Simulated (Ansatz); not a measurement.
# HfO2: the cost of one run

Program: Ansatz 0.2.0. Level of theory: DFT PBE, scalar-relativistic, plane waves, PAW. These are calculated values, not measurements.

## (1) The system as given

Symmetry: P2_1/c, No. 14, monoclinic system. The conventional cell has a = 5.118 Å, b = 5.186 Å, c = 5.284 Å, α = 90.00°, β = 99.35°, γ = 90.00°. Hf (site symmetry 1) has 7 O at 2.03 to 2.25 Å as nearest neighbours. O (site symmetry 1) is surrounded by 4 Hf at 2.14 to 2.25 Å. Around O (site symmetry 1) lie 3 Hf at 2.03 to 2.12 Å.

Coordinates:

```cif
data_structure
_symmetry_space_group_name_H-M 'P2_1/c'
_symmetry_Int_Tables_number 14
_cell_length_a 5.1180
_cell_length_b 5.1857
_cell_length_c 5.2841
_cell_angle_alpha 90.000
_cell_angle_beta 99.352
_cell_angle_gamma 90.000
_cell_volume 138.38
loop_
_atom_site_label
_atom_site_type_symbol
_atom_site_symmetry_multiplicity
_atom_site_Wyckoff_symbol
_atom_site_fract_x
_atom_site_fract_y
_atom_site_fract_z
_atom_site_occupancy
Hf1 Hf 4 e 0.27550 0.53970 0.70800 1
O1 O 4 e 0.44870 0.25810 0.98010 1
O2 O 4 e 0.07420 0.83160 0.84670 1
```

The runs take a perfect supercell of 48 atoms; the defect goes to fractional position (0.118, 0.876, 0.034).

## (2) The perfect supercell

input.yaml

```yaml
crystal:
  lattice:
    - [4.259337, -5.1857, 5.213867]
    - [-4.259337, -5.1857, -5.213867]
    - [5.976663, 5.1857, -5.213867]
  atoms:
    - { symbol: Hf, position: [0.1179, 0.87615, 0.03375] }
    - { symbol: Hf, position: [0.1179, 0.37615, 0.53375] }
    - { symbol: Hf, position: [0.6179, 0.37615, 0.03375] }
    - { symbol: Hf, position: [0.6179, 0.87615, 0.53375] }
    - { symbol: Hf, position: [0.5924, 0.58415, 0.71625] }
    - { symbol: Hf, position: [0.5924, 0.08415, 0.21625] }
    - { symbol: Hf, position: [0.0924, 0.08415, 0.71625] }
    - { symbol: Hf, position: [0.0924, 0.58415, 0.21625] }
    - { symbol: Hf, position: [0.3821, 0.12385, 0.46625] }
    - { symbol: Hf, position: [0.3821, 0.62385, 0.96625] }
    - { symbol: Hf, position: [0.8821, 0.62385, 0.46625] }
    - { symbol: Hf, position: [0.8821, 0.12385, 0.96625] }
    - { symbol: Hf, position: [0.9076, 0.41585, 0.78375] }
    - { symbol: Hf, position: [0.9076, 0.91585, 0.28375] }
    - { symbol: Hf, position: [0.4076, 0.91585, 0.78375] }
    - { symbol: Hf, position: [0.4076, 0.41585, 0.28375] }
    - { symbol: O, position: [0.3453, 0.8809, 0.9843] }
    - { symbol: O, position: [0.3453, 0.3809, 0.4843] }
    - { symbol: O, position: [0.8453, 0.3809, 0.9843] }
    - { symbol: O, position: [0.8453, 0.8809, 0.4843] }
    - { symbol: O, position: [0.1466, 0.861, 0.2657] }
    - { symbol: O, position: [0.1466, 0.361, 0.7657] }
    - { symbol: O, position: [0.6466, 0.361, 0.2657] }
    - { symbol: O, position: [0.6466, 0.861, 0.7657] }
    - { symbol: O, position: [0.1547, 0.1191, 0.5157] }
    - { symbol: O, position: [0.1547, 0.6191, 0.0157] }
    - { symbol: O, position: [0.6547, 0.6191, 0.5157] }
    - { symbol: O, position: [0.6547, 0.1191, 0.0157] }
    - { symbol: O, position: [0.3534, 0.139, 0.2343] }
    - { symbol: O, position: [0.3534, 0.639, 0.7343] }
    - { symbol: O, position: [0.8534, 0.639, 0.2343] }
    - { symbol: O, position: [0.8534, 0.139, 0.7343] }
    - { symbol: O, position: [0.8713, 0.66085, 0.86375] }
    - { symbol: O, position: [0.8713, 0.16085, 0.36375] }
    - { symbol: O, position: [0.3713, 0.16085, 0.86375] }
    - { symbol: O, position: [0.3713, 0.66085, 0.36375] }
    - { symbol: O, position: [0.5471, 0.50755, 0.88625] }
    - { symbol: O, position: [0.5471, 0.00755, 0.38625] }
    - { symbol: O, position: [0.0471, 0.00755, 0.88625] }
    - { symbol: O, position: [0.0471, 0.50755, 0.38625] }
    - { symbol: O, position: [0.6287, 0.33915, 0.63625] }
    - { symbol: O, position: [0.6287, 0.83915, 0.13625] }
    - { symbol: O, position: [0.1287, 0.83915, 0.63625] }
    - { symbol: O, position: [0.1287, 0.33915, 0.13625] }
    - { symbol: O, position: [0.9529, 0.49245, 0.61375] }
    - { symbol: O, position: [0.9529, 0.99245, 0.11375] }
    - { symbol: O, position: [0.4529, 0.99245, 0.61375] }
    - { symbol: O, position: [0.4529, 0.49245, 0.11375] }
basis:
  ecutwfc: 420
  fft_grid_basis: typed
kpoints:
  mp_grid: { grid: [2, 2, 2] }
hamiltonian:
  xc: pbe
  pseudopotentials: { kind: paw }
scf:
  occupations: { method: gaussian, width: 0.05 }
output:
  forces: true
  stress: false
  eigenvalues: true
  bader: false
  write_density: true
  volumetric_format: npy
```

Started as:

```sh
ansatz run input.yaml --threads 4 --pin off --max-ram 10240MiB --backend cpu --events-out ev --progress --plain --runs-dir out
```

**Question.** How long does this run take on 4 threads of AMD EPYC 9R14 (Zen 4), shared host, and how much memory does it need?

About 17 s, with a peak of 4 GiB.
